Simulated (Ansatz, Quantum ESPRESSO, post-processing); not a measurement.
# C2 in line between two Al chains: ballistic transmission, part 4 of 4

Wanted: the transmission near the Fermi level and the conductance of this junction: C2 in line between two Al chains.

Quantum ESPRESSO 7.5; plane-wave DFT, LDA, GBRV ultrasoft pseudopotentials; cross-check by Ansatz 0.2.0 with PAW datasets.

So far. Step 2 (SCF with pw.x): The run needed 26 iterations to bring the estimated error under 1e-07 Ry; the largest force on any atom, held or free, is 2.44 eV/Å. Step 3 (The open system): At no point does T exceed the number of channels.

### 5. The same in Ansatz

As a check, the same structure is run in Ansatz.

Level of this step: plane-wave DFT, LDA, Ansatz PAW (Ansatz 0.2.0).

input.yaml

```yaml
crystal:
  lattice:
    - [7.5, 0.0, 0.0]
    - [0.0, 7.5, 0.0]
    - [0.0, 0.0, 31.1508]
  atoms:
    - { symbol: Al, position: [0.5, 0.5, 0.0] }
    - { symbol: Al, position: [0.5, 0.5, 0.0770445703] }
    - { symbol: Al, position: [0.5, 0.5, 0.1540891406] }
    - { symbol: Al, position: [0.5, 0.5, 0.2311337109] }
    - { symbol: Al, position: [0.5, 0.5, 0.3081782811] }
    - { symbol: Al, position: [0.5, 0.5, 0.3852228514] }
    - { symbol: C, position: [0.5, 0.5, 0.4415745342] }
    - { symbol: C, position: [0.5, 0.5, 0.4813808955] }
    - { symbol: Al, position: [0.5, 0.5, 0.5377325783] }
    - { symbol: Al, position: [0.5, 0.5, 0.6147771486] }
    - { symbol: Al, position: [0.5, 0.5, 0.6918217189] }
    - { symbol: Al, position: [0.5, 0.5, 0.7688662891] }
    - { symbol: Al, position: [0.5, 0.5, 0.8459108594] }
    - { symbol: Al, position: [0.5, 0.5, 0.9229554297] }
kpoints:
  mp_grid: { grid: [1, 1, 4] }
hamiltonian:
  xc: lda
scf:
  occupations: { method: fermi_dirac, width: 0.1 }
  convergence: { dr2_threshold: 1.0e-08 }
output:
  transmission:
    leads: [[0, 1]]
    e_range: [-2.0, 2.0]
    de: 0.05
    kmesh: [1, 1]
    reduced_basis: true
  write_potential: true
  write_density: true
  volumetric_format: npy
  elf: true
```

Launch:

```
$ ansatz run input.yaml --threads 2 --pin off --max-ram 4096MiB --backend cpu --events-out ev --progress --plain --runs-dir out
```

Numbers of over 12 decimals in the logs are rounded to 6 here.

The program printed:

```text
Engine: ansatz 0.2.0, aarch64-unknown-linux-gnu
Pseudopotentials: kind: paw
Pseudopotential: Al, paw, valence charge 3, recommended cutoff 420 eV (normal), Al.paw.azcp
Pseudopotential: C, paw, valence charge 4, recommended cutoff 420 eV (normal), C.paw.azcp
Functional definition: SPW92
  exchange = slater_x
  correlation = pw_c
Crystal: 14 atoms, lattice volume = 1752.233 Å³
Basis set: ecut = 420 eV, 34281 PW (Γ)
Bands: 36, of which v1, the nominal top of the filled ones, is band 22 counted from 1 (21 counted from 0)
Symmetry: 16 space group operations
Space group: P4/mmm (ITA 123), of the structure as read, at distance tolerance 1.2e-4 Å
k-points: 3 of 4
Non-local potential: Al, projectors of the file, l = 0: 2, l = 1: 2, l = 2: 1
Non-local potential: C, projectors of the file, l = 0: 2, l = 1: 2, l = 2: 1
PAW form: soft (Blöchl's): semilocal exchange-correlation on the pseudo side does not see the compensation charge
PAW frozen core: Al, regenerated for the run's functional, and the local potential with it (the file was generated under x = pbe(κ = 0.804, μ = 0.219515), c = pbe(β = 0.066725))
PAW frozen core: C, regenerated for the run's functional, and the local potential with it (the file was generated under x = pbe(κ = 0.804, μ = 0.219515), c = pbe(β = 0.066725))
PAW one-centre angular grid: Al, 110 points (default); XC on 64 Gauss nodes
PAW one-centre angular grid: C, 110 points (default); XC on 64 Gauss nodes
Initial density: superposition of atomic densities (neutral atoms: chi_scale 0, normalization atom), corrected by the library's trained network
Initial wavefunctions: pseudopotential atomic-orbital guess
Functional: x = slater, c = lda
SCF iter   1: F=—  HF=-6611.480157 eV  |F-HF|=—  |Δ(HF+E_count)|=         —  Δρ=2.97e-3  dr2=8.33e-1  ethr=1.77e-3  ⟨swp⟩=18.0  Hψ=644  notcnv=0
preconditioner: auto → LDOS  [metal: Δε(μ)=0.113 eV  Ē_g=4.593 eV  σ=0.100 eV  W_gap=0.27  n_scr=102 (ndim 8)  ℏωp=5.7 eV  f_vac=0.508  D(μ)=16.60/eV (n_scr^D=68)  β→1.0]
SCF iter   2: F=—  HF=-6611.432887 eV  |F-HF|=—  |Δ(HF+E_count)|=   4.73e-2  Δρ=9.98e-4  dr2=1.34e-1  ethr=1.77e-3  ⟨swp⟩=3.0  Hψ=153  notcnv=0
SCF iter   3: F=—  HF=-6611.426579 eV  |F-HF|=—  |Δ(HF+E_count)|=   6.31e-3  Δρ=2.98e-4  dr2=8.12e-3  ethr=3.06e-4  ⟨swp⟩=3.3  Hψ=213  notcnv=0
SCF iter   4: F=—  HF=-6611.426088 eV  |F-HF|=—  |Δ(HF+E_count)|=   4.91e-4  Δρ=9.29e-5  dr2=5.25e-4  ethr=1.84e-5  ⟨swp⟩=1.7  Hψ=145  notcnv=0
SCF iter   5: F=—  HF=-6611.426054 eV  |F-HF|=—  |Δ(HF+E_count)|=   3.45e-5  Δρ=2.61e-5  dr2=5.67e-5  ethr=1.19e-6  ⟨swp⟩=1.7  Hψ=135  notcnv=0
SCF iter   6: F=—  HF=-6611.426051 eV  |F-HF|=—  |Δ(HF+E_count)|=   2.72e-6  Δρ=7.97e-6  dr2=5.81e-6  ethr=1.29e-7  ⟨swp⟩=2.7  Hψ=188  notcnv=0
SCF iter   7: F=—  HF=-6611.425976 eV  |F-HF|=—  |Δ(HF+E_count)|=   7.54e-5  Δρ=2.19e-6  dr2=3.76e-7  ethr=1.32e-8  ⟨swp⟩=1.3  Hψ=129  notcnv=0
SCF iter   8: F=—  HF=-6611.425976 eV  |F-HF|=—  |Δ(HF+E_count)|=   1.19e-9  Δρ=7.51e-7  dr2=3.13e-8  ethr=8.54e-10  ⟨swp⟩=2.3  Hψ=197  notcnv=0
SCF iter   9: F=-6611.425976 eV  HF=-6611.425976 eV  |F-HF|=5.28e-10  |Δ(HF+E_count)|=   2.22e-9  Δρ=2.06e-7  dr2=1.32e-9  ethr=2.27e-11  ⟨swp⟩=12.3  Hψ=364  notcnv=0
SCF 1 converged in 9 iterations: F = -6611.425976 eV  dr2 = 1.32e-9
  greatest PAW one-centre occupation: 0.703 electrons in one spin orbital (limit 2), on the C atom at site 7 (counted from 0), in its partial waves of l = 0
transmission: 39 of 234 steps passed
transmission: 78 of 234 steps passed
[...]
transmission: 234 of 234 steps passed
WARN: The output density's exchange-correlation potential varies sharply where the density is thin. Do not read a vacuum level from v_tot or v_xc, or from such a field of the output density. On a cell that repeats whose density bears no net charge and no dipole along the vacuum's axis use v_es (v_loc + v_h of the components); under efield.dipole_correction with no amplitude use v_es + v_field, which holds any externa [...]
SCF converged after 9 iterations
Free energy (F): -6611.425976 eV
Harris-Foulkes:  -6611.425976 eV  (|F-HF|=5.28e-10)
Internal energy: -6610.846075 eV  (E = F + TS)
E sigma→0 (E₀):  -6611.136025 eV
Entropy (-TS):   -0.579901 eV (-41.421 meV/atom)
Fermi energy:    -2.625517 eV
--- Per-component energies (eV) ---
  E_band       = -289.380118
  E_kinetic    = 411.147690
  E_local      = -1906.740843  (includes V_loc(G=0)·N_el)
  E_nonlocal   = 200.860502
  E_hartree    = 744.159664
  E_xc         = -528.191021
  E_vxc        = -418.730065  (∫ρ·V_xc dr)
  E_paw        = -5504.110212  (= ΣΔE_a)
  E_vpaw       = -64.236425  (= ΣTr[D̂ρ^β])
  E_aug_tail   = -0.000029  (compensation charges beyond the density's cutoff)
  E_ewald      = -28.766090
  E_core_change = 0.794263  (= ΣΔE_core)
  E_smearing   = -0.579901  (= −TS)
  E_closure    = -0.000000  (closes the sum)
  Σ components = -6611.425976   (vs F -6611.425976, Δ=0.00e0)
--- Band table (eV) ---
  k-point 0: bands = [... 18 lower, -2.9585, -2.9585, -2.6769, -2.6769, -2.6229, -2.6229, -2.0505, -2.0505, ... 10 higher]
  k-point 1: bands = [... 18 lower, -2.9244, -2.9244, -2.7602, -2.7602, -2.5201, -2.5201, -2.1990, -2.1990, ... 10 higher]
  k-point 2: bands = [... 18 lower, -2.8778, -2.8778, -2.8268, -2.8268, -2.4061, -2.4061, -2.3320, -2.3320, ... 10 higher]
--- Transmission ---
  basis      : 497 plane waves across, 39 finite elements along
  points     : 1, standing for a mesh of 1 x 1
  energies   : 81 from -2.000000 to 2.000000 eV about the Fermi level, 0.050000 eV apart; the leads are filled to 0.000000 eV, and channels, transmission and decay are at 0.000000 eV
  crystal 0  : Al1, at the sites [0, 1], period 2.4000 Å, over 28.80 Å; its Hamiltonian steps by up to 7.9 meV
    offset         : up to 0.0000 Å between an atom of the period and one for which it stands
    channels       : 2.000000e0 a spin
    conductance    : none, the energies end too early or step too widely for 300 K: set another output.transmission.e_range or a lower de, or, where they end at an eighth of basis.ecutwfc, a higher one
  junction   : crystal 0 to crystal 0, -0.50 to 28.25 Å
    transmission   : 1.766148e0 a spin
    error estimate : 6.621689e-5 a spin from the reduction of the transverse basis, at the most 3.298562e-4 at -0.400000 eV
    conductance    : none, the energies end too early or step too widely for 300 K: set another output.transmission.e_range or a lower de, or, where they end at an eighth of basis.ecutwfc, a higher one
```

It took 42 s on 2 threads of Arm Neoverse V2, shared host; peak memory 1.4 GiB.

Read from the output:

* free energy: -6611.4260 eV
* energy at zero smearing: -6611.1360 eV
* smearing term TS: 0.5799 eV
* Fermi energy: -2.626 eV
* symmetry operations: 16
* transmission at the Fermi level, one spin: 1.766
* step of the lead's Hamiltonian over a period: 7.9 meV

Per spin. Transmission against energy, zero at the Fermi level:

| energy (eV) | transmission |
| --- | --- |
| -2.00 | 0.0192 |
| -1.90 | 0.0167 |
| -1.80 | 0.0142 |
| -1.70 | 0.0116 |
| -1.55 | 0.00771 |
| -1.45 | 0.00502 |
| -1.35 | 0.00226 |
| -1.25 | 0 |
| -1.15 | 0 |
| -1.05 | 0 |
| -0.90 | 0 |
| -0.80 | 0 |
| -0.70 | 0 |
| -0.60 | 0 |
| -0.50 | 0 |
| -0.40 | 0.565 |
| -0.25 | 1.51 |
| -0.15 | 1.68 |
| -0.05 | 1.75 |
| 0.00 | 1.77 |
| 0.05 | 1.77 |
| 0.15 | 1.76 |
| 0.25 | 1.75 |
| 0.40 | 1.75 |
| 0.50 | 1.77 |
| 0.60 | 1.80 |
| 0.70 | 1.83 |
| 0.80 | 1.90 |
| 0.90 | 1.97 |
| 1.05 | 2.01 |
| 1.15 | 2.02 |
| 1.25 | 2.03 |
| 1.35 | 2.04 |
| 1.45 | 2.04 |
| 1.55 | 2.04 |
| 1.70 | 2.04 |
| 1.80 | 2.03 |
| 1.90 | 2.02 |
| 2.00 | 2.01 |

Per spin. Table of open channels by energy, zero at the Fermi level:

| energy (eV) | open channels |
| --- | --- |
| -2.00 | 1 |
| -1.90 | 1 |
| -1.80 | 1 |
| -1.70 | 1 |
| -1.55 | 1 |
| -1.45 | 1 |
| -1.35 | 1 |
| -1.25 | 0 |
| -1.15 | 0 |
| -1.05 | 0 |
| -0.90 | 0 |
| -0.80 | 0 |
| -0.70 | 0 |
| -0.60 | 0 |
| -0.50 | 0 |
| -0.40 | 2 |
| -0.25 | 2 |
| -0.15 | 2 |
| -0.05 | 2 |
| 0.00 | 2 |
| 0.05 | 2 |
| 0.15 | 2 |
| 0.25 | 2 |
| 0.40 | 2 |
| 0.50 | 2 |
| 0.60 | 2 |
| 0.70 | 2 |
| 0.80 | 3 |
| 0.90 | 3 |
| 1.05 | 3 |
| 1.15 | 3 |
| 1.25 | 3 |
| 1.35 | 3 |
| 1.45 | 3 |
| 1.55 | 3 |
| 1.70 | 3 |
| 1.80 | 3 |
| 1.90 | 3 |
| 2.00 | 3 |

ELF in the ca plane at fractional y = 0.500, with atoms of Al and C within 0.2 Å of it. It is the smooth field of the valence electrons, not physical close to the nuclei.

Ten even steps from '0' (0.00) to '9' (0.94), each cell a mean:
```
00000000000000000000000000000000000000000000
00000000000000000000000000000000000000000000
11111111111111111221000000000000011211111111
22233222233332223432100000000000123433222333
44444444455544445654211111111111245654444555
55666655667765567776433333333332357776556677
67888766788876678987445665555664468888767888
57899755899965689996358877777886348998756899
14999511699831279961049966875896015999412699
51899253399715169932329923851795121898153499
22899321499712179951139944963896012999221599
26999733799952489984149977877896227999624899
67888766789876689987447776666775468998767898
66777666677776677886434444444443357887666777
45555544556655456665322222112222246665545566
33333333344433334443210000000001134543333444
11222111222221122222100000000000012322112222
00000000001000000110000000000000001110000010
00000000000000000000000000000000000000000000
00000000000000000000000000000000000000000000
```
Columns run along c (16.0 Å, from fractional 0.16 to 0.67 of the cell), rows up along a (7.5 Å). Atoms in or near the plane, at fractional coordinates: Al at (0.23, 0.50), Al at (0.31, 0.50), Al at (0.39, 0.50), C at (0.44, 0.50), C at (0.48, 0.50), Al at (0.54, 0.50), Al at (0.61, 0.50).

Valence density in the ca plane at fractional y = 0.500, with atoms of Al and C within 0.2 Å of it. It is the smooth field of the valence electrons, not physical close to the nuclei.

Ten steps, logarithmic in the rise over the least value, from '0' (0.0 e/Å³) to '9' (2.6 e/Å³), each cell a mean:
```
00000000000000000000000000000000000000000000
00000000000000000000000000000000000000000000
00000000000000000000000000000000000000000000
00000000000000000000000000000000000000000000
11111111111111111111100000000000011111111111
22222222222222222222111111111111122222222222
33333333333333333333333333333333333333333333
44444444444444444444345566666654334444444444
34555433455543455543346788888875334555433455
23555423455532355543247999999986324555423455
34555433455532355543347899999875334555433455
34455434455443445544346677777765334555434455
33444433344433334443334455555443333443333444
22222222222222222222222222222222222222222222
11111111111111111111111111111111111111111111
00000000000000000000000000000000000000000000
00000000000000000000000000000000000000000000
00000000000000000000000000000000000000000000
00000000000000000000000000000000000000000000
00000000000000000000000000000000000000000000
```
Columns run along c (16.0 Å, from fractional 0.16 to 0.67 of the cell), rows up along a (7.5 Å). Atoms in or near the plane, at fractional coordinates: Al at (0.23, 0.50), Al at (0.31, 0.50), Al at (0.39, 0.50), C at (0.44, 0.50), C at (0.48, 0.50), Al at (0.54, 0.50), Al at (0.61, 0.50).

Ansatz finds T = 1.77 against pwcond's 1.85.

### 6. All levels side by side

All levels:

| step | T at the Fermi level (per spin) | conductance (G0) | r.m.s. T(E) from the first | CPU time of the step (s) | peak memory (GiB) |
| --- | --- | --- | --- | --- | --- |
| Ansatz | 1.766 | - | 0 | 81.77 | 1.425 |
| pwcond | 1.846 | 1.846 | 0.0913 | 332.1 | 0.3 |
| pwcond, changed setting | 1.845 | 1.845 | 0.09131 | 304.5 | 0.3 |

Per spin. Table of transmission by energy, zero at the Fermi level:

| energy (eV) | Ansatz | pwcond | pwcond, changed setting |
| --- | --- | --- | --- |
| -2.00 | 0.0192 | 0.0192 | 0.0192 |
| -1.90 | 0.0167 | 0.0169 | 0.0169 |
| -1.70 | 0.0116 | 0.0122 | 0.0122 |
| -1.60 | 0.00903 | 0.00975 | 0.00978 |
| -1.40 | 0.00365 | 0.00421 | 0.00422 |
| -1.30 | 8.4e-4 | 8.5e-4 | 8.5e-4 |
| -1.20 | 0 | 0 | 0 |
| -1.00 | 0 | 0 | 0 |
| -0.90 | 0 | 0 | 0 |
| -0.80 | 0 | 0 | 0 |
| -0.60 | 0 | 0 | 0 |
| -0.50 | 0 | 0 | 0 |
| -0.30 | 1.38 | 1.33 | 1.32 |
| -0.20 | 1.61 | 1.60 | 1.60 |
| -0.10 | 1.73 | 1.79 | 1.79 |
| 0.00 | 1.77 | 1.85 | 1.85 |
| 0.10 | 1.76 | 1.81 | 1.81 |
| 0.20 | 1.75 | 1.75 | 1.75 |
| 0.30 | 1.75 | 1.72 | 1.72 |
| 0.50 | 1.77 | 1.76 | 1.76 |
| 0.60 | 1.80 | 1.79 | 1.79 |
| 0.80 | 1.90 | 1.86 | 1.86 |
| 0.90 | 1.97 | 1.92 | 1.92 |
| 1.00 | 2.00 | 1.96 | 1.96 |
| 1.20 | 2.03 | 1.98 | 1.98 |
| 1.30 | 2.04 | 2.02 | 2.02 |
| 1.40 | 2.04 | 2.03 | 2.03 |
| 1.60 | 2.04 | 2.04 | 2.04 |
| 1.70 | 2.04 | 2.04 | 2.04 |
| 1.90 | 2.02 | 2.03 | 2.03 |
| 2.00 | 2.01 | 2.02 | 2.02 |

### 7. A check by hand

G = 1.85 × 77.48 µS = 143 µS a cell, a resistance of 6.99 kΩ.

### 8. What came out

```
conductance from T at the Fermi level, a cell (G₀ = 2e²/h) : 1.85 G₀
lead channels per spin                                     : 2.00
the same conductance by Ansatz                             : 1.77 G₀
```

What this shows: The junction conducts 1.85 G₀ a cell at the Fermi level (LDA, GBRV ultrasoft). At the Fermi level the junction passes 92 % of what the leads offer, nearly all. At the Fermi level pwcond and Ansatz differ by 4.5 %, a close match. Over -2 to 2 eV, T lies between 0 and 2.0 per spin. The geometry is as built, not relaxed, and the leads are short.

[Logs are printed without paths, hosts, clocks, repeated set-up lines and the standing remarks that a program may print on its own settings, such as how far it seeks lower states.]

[Hosts, paths, dates, database ids (printed as entryN), source tags and the programs' standing remarks are cut or masked in the printed files.]

[Maps of the electrostatic potential energy from Ansatz leave out the sawtooth potential of an applied field or a dipole correction, so their vacuum need not be flat; planar profiles and work functions include it.]
